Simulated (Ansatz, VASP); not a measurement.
# InP in VASP and in Ansatz

The input INCAR:

```
ALGO = Normal
EDIFF = 1E-7
EDIFFG = -0.01
ENCUT = 600
GGA = PS
IBRION = 2
ISIF = 3
ISMEAR = -1
IVDW = 12
LASPH = T
LCHARG = F
LREAL = F
LWAVE = F
NELM = 100
NSW = 80
PREC = Accurate
SIGMA = 0.05
```

Contents of KPOINTS:

```
k-points
0
Gamma
  8 8 8
```

The input POSCAR:

```
InP
1.0
    0.0000000000      2.9305000000      2.9305000000
    2.9305000000      0.0000000000      2.9305000000
    2.9305000000      2.9305000000      0.0000000000
In P
1 1
Direct
    0.0000000000      0.0000000000      0.0000000000
    0.7500000000      0.7500000000      0.7500000000
```

File input.yaml:

```yaml
crystal:
  lattice:
    - [0.0, 2.9305, 2.9305]
    - [2.9305, 0.0, 2.9305]
    - [2.9305, 2.9305, 0.0]
  atoms:
    - { symbol: In, position: [0.0, 0.0, 0.0] }
    - { symbol: P, position: [0.75, 0.75, 0.75] }
kpoints:
  mp_grid: { grid: [8, 8, 8] }
scf:
  occupations: { method: fermi_dirac, width: 0.05 }
hamiltonian:
  xc: pbesol
  dispersion: d3bj
  pseudopotentials: { kind: all_electron, lapw: { basis_error: 0.001 } }
output:
  forces: true
  stress: true
relax:
  f_tol: 0.01
  max_steps: 60
  cell: {}
```

Alike in both runs: task relaxation of cell and atoms; functional PBEsol; dispersion D3(BJ); k mesh 8 × 8 × 8; occupations fermi-dirac, width 0.05 eV; no spin polarisation.

```csv
,VASP,Ansatz
version,VASP 6.6.1,Ansatz 0.2.0
potentials or method,"VASP PAW PBE potentials, release 64 (In_d, P)","all-electron LAPW, scalar-relativistic"
plane-wave cutoff (eV),600,see its input
```

Ansatz gave:

| Property | Result |
| --- | --- |
| relaxed volume (Å³/atom) | 24.70 |
| relaxed cell length with the largest relative difference (Å) | 4.118 |
| energy change over the relaxation (meV/atom) | -2 |

Task: Which values does VASP return?

Result: Relaxed volume (Å³/atom): 24.70; relaxed cell length with the largest relative difference (Å): 4.119; energy change over the relaxation (meV/atom): -2.

Ansatz ran all-electron here, so the differences hold the error of VASP's frozen core and of both bases.

Caveats: spin-orbit coupling is left out, which moves the levels of the heavy elements; the PAW data sets were made with another functional, which shifts forces and pressure a little (VASP). PBEsol gaps usually lie below the measured ones, often by a third to a half.
